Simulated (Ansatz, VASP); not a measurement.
## Two plane-wave programs on AlN

INCAR

```
SYSTEM = AlN
PREC = Accurate ; ENCUT = 520
EDIFF = 1E-7 ; ISMEAR = 0
SIGMA = 0.05 ; LREAL = .FALSE.
LASPH = .TRUE. ; NELM = 60
ALGO = Normal ; ISIF = 2
LWAVE = .FALSE. ; LCHARG = .TRUE.
GGA = PE ; LELF = .TRUE.
LVHAR = .TRUE. ; NBANDS = 16
```

Contents of KPOINTS:

```
Automatic mesh
0
G
  9 9 6
  0 0 0
```

Contents of POSCAR:

```
AlN
1.0
    3.2977629870      0.0000000000      0.0000000000
   -1.6488814935      2.8559465224      0.0000000000
    0.0000000000      0.0000000000      4.3965776143
Al N
2 2
Direct
    0.3333333333      0.6666666667      0.7500000000
    0.6666666667      0.3333333333      0.2500000000
    0.3333333333      0.6666666667      0.2500000000
    0.6666666667      0.3333333333      0.7500000000
```

Input for Ansatz:

```yaml
crystal:
  lattice:
    - [3.297762987, 0.0, 0.0]
    - [-1.6488814935, 2.8559465224, 0.0]
    - [0.0, 0.0, 4.3965776143]
  atoms:
    - { symbol: Al, position: [0.3333333333, 0.6666666667, 0.75] }
    - { symbol: Al, position: [0.6666666667, 0.3333333333, 0.25] }
    - { symbol: "N", position: [0.3333333333, 0.6666666667, 0.25] }
    - { symbol: "N", position: [0.6666666667, 0.3333333333, 0.75] }
basis:
  ecutwfc: 520.0
kpoints:
  mp_grid: { grid: [9, 9, 6] }
hamiltonian:
  xc: pbe
  pseudopotentials: { kind: paw, azcp: { folder: soft_1 } }
scf:
  occupations: { method: gaussian, width: 0.05 }
output:
  forces: true
  stress: true
  eigenvalues: true
```

Alike in both runs: task single point; functional PBE; k mesh 9 × 9 × 6; occupations gaussian, width 0.05 eV; no spin polarisation.

|  | VASP | Ansatz |
| --- | --- | --- |
| version | VASP 6.6.1 | Ansatz 0.2.0 |
| potentials or method | VASP PAW PBE potentials, release 64 (Al, N) | scalar-relativistic, plane waves, PAW |
| plane-wave cutoff (eV) | 520 | 520 |
| valence electrons in the cell | 16 | 16 |

VASP gave:

| Quantity | Value |
| --- | --- |
| gap on the k mesh at the Fermi level (eV) | 2.82 |
| least direct gap on the mesh (eV) | 2.82 |
| pressure (GPa) | -5.5 |
| largest component of the traceless stress (GPa) | 3.58 |

Q: What did Ansatz give for the same quantities?

A: gap on the k mesh at the Fermi level (eV): 2.81; least direct gap on the mesh (eV): 2.81; pressure (GPa): -5.3; largest component of the traceless stress (GPa): 3.67.

The functional is the same, so the differences come from potentials, cutoffs and numerics.
